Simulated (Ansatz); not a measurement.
# Mg: pressure against volume

Mg, Im-3m, a = 3.580 Å. This isn't the element's structure at ambient conditions. Ansatz: PBE, PAW, 420 eV, Γ-centred 16×16×16 mesh on 1 atom, Gaussian smearing 0.10 eV; no spin polarisation. Symmetry fixes shape and atoms, so the cell is only scaled; pressure is positive in compression.

```tsv
V (Å³/atom)	P (GPa)
20.183	?
20.872	3.99
21.560	2.45
22.248	1.14
22.936	0.01
23.624	-0.96
24.312	-1.79
25.229	-2.71
```

Take V0 = 22.936 Å³/atom, count pressures from its P0 = 0.01 GPa, fit the third-order Birch–Murnaghan form to the other rows, and predict the missing pressure.

With the Eulerian strain f = ½[(V0/V)^(2/3) − 1] and y = (P − P0)/[3f(1 + 2f)^(5/2)], the form is the line y = B0 + 1.5 B0 (B0′ − 4) f. Rows (f, y): 0.03244, 34.9; 0.02105, 34.9; 0.01026, 34.9; -0.00976, 34.8; -0.01905, 34.7; -0.03077, 34.5. Means f = 0.0006950, y = 34.783; Σ(Δf)² = 0.003003, ΣΔfΔy = 0.01758; the slope is their ratio. y = 34.78 + 5.855 f GPa, so B0 = 34.8 GPa and B0′ = 4 + 2 × (5.855)/(3 × 34.78) = 4.11. At V = 20.183, f = 0.04449, y = 35.04 and P = 5.80 GPa. The run gave 5.78 GPa, so the fit is 0.02 GPa too high, a small miss on the scale of the series.